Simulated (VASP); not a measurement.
# A vacancy on the B site in LaB6

Aim: the formation energy and local structure of a vacancy on the B site in LaB6. The start is a cell from a database of measured crystal structures.

Method: PBE; plane waves and PAW (La, B), in the first sound run; inputs show where later runs differ, in VASP 6.6.1.

## Step 1: The host crystal

It takes space group Pm-3m (No. 221, cubic). Conventional cell: a = 4.157 Å, b = 4.157 Å, c = 4.157 Å, α = 90.00°, β = 90.00°, γ = 90.00°. La has 24 B at 3.05 Å nearest. B has 6 B at 1.64 to 2.51 Å and 4 La at 3.05 Å nearest. Farther neighbours are not listed.

Structure file:

```xyz
7
Lattice="4.1570 0.0000 0.0000 0.0000 4.1570 0.0000 0.0000 0.0000 4.1570" Properties=species:S:1:pos:R:3 pbc="T T T"
La    0.0000    0.0000    0.0000
B     2.0785    2.0785    3.3360
B     2.0785    2.0785    0.8210
B     2.0785    3.3360    2.0785
B     3.3360    2.0785    2.0785
B     2.0785    0.8210    2.0785
B     0.8210    2.0785    2.0785
```

## Step 2: The host at zero pressure

First cell and atoms are relaxed at a raised cutoff, so that later runs start from this functional's own cell.

Input file INCAR:

```
SYSTEM = LaB6
PREC = Accurate
ENCUT = 420
EDIFF = 1E-06
NELM = 120
ISMEAR = 0
SIGMA = 0.05
LREAL = .FALSE.
ALGO = Normal
GGA = PE
NBANDS = 21
LASPH = .TRUE.
LORBIT = 11
LWAVE = .FALSE.
LCHARG = .FALSE.
KPAR = 4
IBRION = 2
NSW = 40
ISIF = 3
EDIFFG = -0.02
POTIM = 0.4
```

Input file POSCAR:

```
LaB6
1.0
    4.1570000000      0.0000000000      0.0000000000
    0.0000000000      4.1570000000      0.0000000000
    0.0000000000      0.0000000000      4.1570000000
La B
1 6
Direct
    0.0000000000      0.0000000000      0.0000000000
    0.5000000000      0.5000000000      0.8025000000
    0.5000000000      0.5000000000      0.1975000000
    0.5000000000      0.8025000000      0.5000000000
    0.8025000000      0.5000000000      0.5000000000
    0.5000000000      0.1975000000      0.5000000000
    0.1975000000      0.5000000000      0.5000000000
```

Input file KPOINTS:

```
Automatic mesh
0
Gamma
5 5 5
0 0 0
```

The projector-augmented-wave data sets are La and B (PBE family, release 64).

Run with:

```bash
> mpirun -np 4 vasp_std
```

The program printed:

```text
[banner, memory and clock lines left out]
running    4 mpi-ranks, on    1 nodes
 distrk:  each k-point on    1 cores,    4 groups
 distr:  one band on    1 cores,    1 groups

 POSCAR found type information on POSCAR LaB
 POSCAR found :  2 types and       7 ions
 LDA part: xc-table for (Slater+PW92), standard interpolation
 POSCAR, INCAR and KPOINTS ok, starting setup
 FFT: planning ... GRIDC
 FFT: planning ... GRID_SOFT
 FFT: planning ... GRID
 WAVECAR not read
 entering main loop
       N       E                     dE             d eps       ncg     rms          rms(c)
DAV:   1     0.201510224199E+03    0.20151E+03   -0.99598E+03   444   0.146E+03
DAV:   2    -0.265109392625E+02   -0.22802E+03   -0.20844E+03   526   0.279E+02
DAV:   3    -0.523297571431E+02   -0.25819E+02   -0.24753E+02   670   0.132E+02
DAV:   4    -0.532696114442E+02   -0.93985E+00   -0.93515E+00   745   0.204E+01
DAV:   5    -0.533081385931E+02   -0.38527E-01   -0.38476E-01   641   0.334E+00    0.901E+00
DAV:   6    -0.493228420086E+02    0.39853E+01   -0.98517E+00   641   0.174E+01    0.461E+00
DAV:   7    -0.490400751409E+02    0.28277E+00   -0.44301E+00   728   0.106E+01    0.189E+00
DAV:   8    -0.491591741633E+02   -0.11910E+00   -0.22467E+00   715   0.136E+01    0.146E+00
DAV:   9    -0.490225710909E+02    0.13660E+00   -0.34745E-01   702   0.459E+00    0.724E-01
DAV:  10    -0.490052572402E+02    0.17314E-01   -0.30545E-01   750   0.428E+00    0.274E-01
DAV:  11    -0.490024732361E+02    0.27840E-02   -0.20970E-02   696   0.136E+00    0.121E-01
DAV:  12    -0.490024171346E+02    0.56102E-04   -0.64028E-04   635   0.168E-01    0.907E-02
DAV:  13    -0.490019714305E+02    0.44570E-03   -0.28863E-03   707   0.454E-01    0.596E-03
DAV:  14    -0.490019812537E+02   -0.98232E-05   -0.11721E-04   680   0.842E-02    0.279E-03
DAV:  15    -0.490019818362E+02   -0.58243E-06   -0.44013E-06   614   0.130E-02
   1 F= -.49001982E+02 E0= -.48998745E+02  d E =-.490020E+02
 curvature:   0.00 expect dE= 0.000E+00 dE for cont linesearch  0.000E+00
 trial: gam= 0.00000 g(F)=  0.809E-01 g(S)=  0.153E-02 ort = 0.000E+00 (trialstep = 0.100E+01)
 search vector abs. value=  0.824E-01
 bond charge predicted
       N       E                     dE             d eps       ncg     rms          rms(c)
DAV:   1    -0.489990249059E+02    0.29563E-02   -0.49877E+00   480   0.122E+01    0.824E-01
DAV:   2    -0.489928523130E+02    0.61726E-02   -0.22669E-01   675   0.403E+00    0.442E-01
DAV:   3    -0.489857409098E+02    0.71114E-02   -0.61984E-02   656   0.140E+00    0.108E-01
DAV:   4    -0.489853186131E+02    0.42230E-03   -0.12968E-02   689   0.898E-01    0.936E-02
DAV:   5    -0.489850998739E+02    0.21874E-03   -0.10762E-03   704   0.237E-01    0.201E-02
DAV:   6    -0.489851097313E+02   -0.98575E-05   -0.94388E-05   699   0.660E-02    0.102E-02
DAV:   7    -0.489851083800E+02    0.13513E-05   -0.22298E-05   699   0.335E-02    0.227E-03
DAV:   8    -0.489851089218E+02   -0.54185E-06   -0.15767E-06   608   0.979E-03
   2 F= -.48985109E+02 E0= -.48983716E+02  d E =0.168729E-01
 trial-energy change:    0.016873  1 .order    0.017469   -0.082447    0.117385
 step:   0.4169(harm=  0.4126)  dis= 0.00951  next Energy=   -49.019212 (dE=-0.172E-01)
 bond charge predicted
       N       E                     dE             d eps       ncg     rms          rms(c)
DAV:   1    -0.490236857724E+02   -0.38577E-01   -0.17001E+00   470   0.714E+00    0.477E-01
DAV:   2    -0.490218422532E+02    0.18435E-02   -0.78477E-02   710   0.233E+00    0.260E-01
DAV:   3    -0.490192903631E+02    0.25519E-02   -0.18985E-02   648   0.732E-01    0.565E-02
DAV:   4    -0.490192134696E+02    0.76893E-04   -0.33563E-03   686   0.435E-01    0.509E-02
DAV:   5    -0.490191560408E+02    0.57429E-04   -0.36985E-04   688   0.130E-01    0.964E-03
DAV:   6    -0.490191553270E+02    0.71378E-06   -0.26842E-05   628   0.336E-02    0.510E-03
DAV:   7    -0.490191544216E+02    0.90540E-06   -0.41594E-06   662   0.148E-02
   3 F= -.49019154E+02 E0= -.49016567E+02  d E =-.171726E-01
 curvature:  -0.21 expect dE=-0.349E-05 dE for cont linesearch -0.941E-08
 trial: gam=-0.00054 g(F)=  0.595E-06 g(S)=  0.163E-04 ort = 0.613E-04 (trialstep = 0.883E+00)
 search vector abs. value=  0.169E-04
 reached required accuracy - stopping structural energy minimisation
```

Wall time 24 s (4 MPI ranks of AMD EPYC 7R43, shared host); peak memory 0.55 GiB.

The logs omit lines about the potential files and the build; timing stands in the text.

From OUTCAR (step 2):

```text
ion  position               nearest neighbor table
   1  0.000  0.000  0.000-
   2  0.500  0.500  0.803-   3 1.64   4 1.78   5 1.78   6 1.78   7 1.78
   3  0.500  0.500  0.197-   2 1.64   4 1.78   5 1.78   6 1.78   7 1.78
   4  0.500  0.803  0.500-   6 1.64   3 1.78   5 1.78   2 1.78   7 1.78
   5  0.803  0.500  0.500-   7 1.64   3 1.78   4 1.78   6 1.78   2 1.78
   6  0.500  0.197  0.500-   4 1.64   3 1.78   2 1.78   5 1.78   7 1.78
   7  0.197  0.500  0.500-   5 1.64   3 1.78   4 1.78   2 1.78   6 1.78

  LATTYP: Found a simple cubic cell.
 ALAT       =     4.1570000000

 Subroutine GETGRP returns: Found 48 space group operations
 (whereof 48 operations were pure point group operations)

The static configuration has the point symmetry O_h .

 Found     10 irreducible k-points:

   k-points           NKPTS =     10   k-points in BZ     NKDIM =     10   number of bands    NBANDS=     21

   dimension x,y,z NGX =    28 NGY =   28 NGZ =   28
   dimension x,y,z NGXF=    56 NGYF=   56 NGZF=   56

   ENCUT  =  420.0 eV  30.87 Ry    5.56 a.u.   6.95  6.95  6.95*2*pi/ulx,y,z

   NELECT =      29.0000    total number of electrons

 k-points in reciprocal lattice and weights: Automatic mesh
   0.00000000  0.00000000  0.00000000       0.008
   0.20000000  0.00000000  0.00000000       0.048
   0.40000000  0.00000000  0.00000000       0.048
   0.20000000  0.20000000  0.00000000       0.096
   0.40000000  0.20000000  0.00000000       0.192
   0.40000000  0.40000000  0.00000000       0.096
   0.20000000  0.20000000  0.20000000       0.064
   0.40000000  0.20000000  0.20000000       0.192
   0.40000000  0.40000000  0.20000000       0.192
   0.40000000  0.40000000  0.40000000       0.064

 average (electrostatic) potential at core
       1 -95.8354       2 -24.0173       3 -24.0173       4 -24.0173       5 -24.0173
       6 -24.0173       7 -24.0173

 E-fermi :   8.4762

 k-point     1 :       0.0000    0.0000    0.0000
  band No.  band energies     occupation
    ...
     10       1.6122      2.00000
     11       1.6122      2.00000
     12       6.7156      2.00000
     13       6.7156      2.00000
     14       6.7156      2.00000
     15       8.7976      0.00000
     16       8.7976      0.00000
     17       8.7976      0.00000
     18      10.0920      0.00000
     19      10.0920      0.00000
    ...

 k-point     2 :       0.2000    0.0000    0.0000
  band No.  band energies     occupation
    ...
     11       3.3020      2.00000
     12       5.9067      2.00000
     13       5.9067      2.00000
     14       6.8357      2.00000
     15       7.5048      2.00000
     16       9.6663      0.00000
     17       9.6663      0.00000
     18      10.1600      0.00000
     19      10.4780      0.00000
     20      10.5657      0.00000
    ...

 k-point     3 :       0.4000    0.0000    0.0000
  band No.  band energies     occupation
    ...
     11       5.0779      2.00000
     12       5.2085      2.00000
     13       5.2085      2.00000
     14       6.2924      2.00000
     15       7.0561      2.00000
     16      10.0952      0.00000
     17      10.1340      0.00000
     18      10.1340      0.00000
     19      10.6124      0.00000
     20      10.6124      0.00000
    ...

  Total        0.0314091      0.0314091      0.0314091      0.0000000     -0.0000000      0.0000000
  in kB        0.7020022      0.7020022      0.7020022      0.0000000     -0.0000000      0.0000000
  external PRESSURE =       0.7020022 kB  Pullay stress =       0.0000000 kB

  energy-cutoff  :      420.00
  volume of cell :       71.68
      direct lattice vectors                 reciprocal lattice vectors
     4.154090648  0.000000000 -0.000000000     0.240726572 -0.000000000 -0.000000000
     0.000000000  4.154090648 -0.000000000    -0.000000000  0.240726572 -0.000000000
     0.000000000  0.000000000  4.154090648     0.000000000  0.000000000  0.240726572

 POSITION                                       TOTAL-FORCE (eV/Angst)
 -----------------------------------------------------------------------------------
      4.15409      0.00000     -0.00000         0.000000     -0.000000     -0.000000
      2.07705      2.07705      3.32417        -0.000000     -0.000000     -0.001604
      2.07705      2.07705      0.82992         0.000000      0.000000      0.001604
      2.07705      3.32417      2.07705        -0.000000     -0.001604      0.000000
      3.32417      2.07705      2.07705        -0.001604     -0.000000      0.000000
      2.07705      0.82992      2.07705         0.000000      0.001604     -0.000000
      0.82992      2.07705      2.07705         0.001604      0.000000     -0.000000
 -----------------------------------------------------------------------------------
    total drift:                               -0.000000      0.000000     -0.000000

  FREE ENERGIE OF THE ION-ELECTRON SYSTEM (eV)
  ---------------------------------------------------
  free  energy   TOTEN  =       -49.0191544216 eV

  energy  without entropy=      -49.0139793213  energy(sigma->0) =      -49.01656687

 reached required accuracy - stopping structural energy minimisation

 total charge
# of ion       s       p       d       f       tot
--------------------------------------------------
    1        1.992   5.659   0.634   0.229   8.514
    2        0.695   1.361   0.000   0.000   2.056
    3        0.695   1.361   0.000   0.000   2.056
    4        0.695   1.361   0.000   0.000   2.056
    5        0.695   1.361   0.000   0.000   2.056
    6        0.695   1.361   0.000   0.000   2.056
    7        0.695   1.361   0.000   0.000   2.056
--------------------------------------------------
tot          6.164  13.824   0.634   0.229  20.851

[... 3 further parts left out ...]
```

CONTCAR:

```
LaB6
   1.00000000000000
     4.1540906476668971    0.0000000000000000   -0.0000000000000000
     0.0000000000000000    4.1540906476668971   -0.0000000000000000
     0.0000000000000000    0.0000000000000000    4.1540906476668971
  La              B
     1     6
Direct
     1.0000000000000000    0.0000000000000000    0.0000000000000000
     0.5000000000000000    0.5000000000000000    0.8002172446212845
     0.5000000000000000    0.5000000000000000    0.1997827553787154
     0.5000000000000000    0.8002172446212845    0.5000000000000000
     0.8002172446212845    0.5000000000000000    0.5000000000000000
     0.5000000000000000    0.1997827553787154    0.5000000000000000
     0.1997827553787154    0.5000000000000000    0.5000000000000000
```

This run has no spin polarisation. Its electron count is odd, so without a moment it is a metal by construction. The k-mesh is coarse for a metal. The run keeps the 48 symmetry operations of its start, so it cannot find a distortion of lower symmetry.

The steps of the relaxation:

| step | energy less that of the first step (eV) | largest force (eV/Å) | pressure (GPa) | volume (Å³) |
| --- | --- | --- | --- | --- |
| 1 | 0.0000 | 0.5911 | -0.68 | 71.84 |
| 2 | 0.0169 | 0.8346 | 1.40 | 71.47 |
| 3 | -0.0172 | 0.0016 | 0.07 | 71.68 |

| conventional cell, symmetrised | before | after | change |
| --- | --- | --- | --- |
| a (Å) | 4.157 | 4.154 | -0.1 % |
| b (Å) | 4.157 | 4.154 | -0.1 % |
| c (Å) | 4.157 | 4.154 | -0.1 % |
| volume (Å³/atom) | 10.26 | 10.24 | -0.2 % |

The relaxed structure:

```xyz
7
Lattice="4.1541 0.0000 0.0000 0.0000 4.1541 0.0000 0.0000 0.0000 4.1541" Properties=species:S:1:pos:R:3 pbc="T T T"
La    0.0000    0.0000    0.0000
B     2.0770    2.0770    3.3242
B     2.0770    2.0770    0.8299
B     2.0770    3.3242    2.0770
B     3.3242    2.0770    2.0770
B     2.0770    0.8299    2.0770
B     0.8299    2.0770    2.0770
```

Numbers from this step:

| Property | Result |
| --- | --- |
| electronic cycles | 30 |
| electrons | 29 |
| free energy (TOTEN) | -49.02 eV |
| energy at zero smearing | -49.02 eV |
| Fermi energy | 8.476 eV |
| labelled metallic, from the levels on this mesh | yes |

The run ended after 3 ionic steps, 0.017 eV below its first step, once forces and stress met EDIFFG = -0.02.

[end of part 1 of 6]

[Lines on the potential files, build, host, timing and source positions are cut from VASP's logs without a mark.]

[Logs are printed without paths, hosts, clocks, repeated set-up lines and the standing remarks that a program may print on its own settings, such as how far it seeks lower states.]

[Hosts, paths, dates, database ids (printed as entryN), source tags and the programs' standing remarks are cut or masked in the printed files.]

[In band tables of VASP the shares of atoms and orbitals are scaled to a sum of 1 inside the atoms' spheres.]

[Runs that stopped without an error message from VASP are left out.]
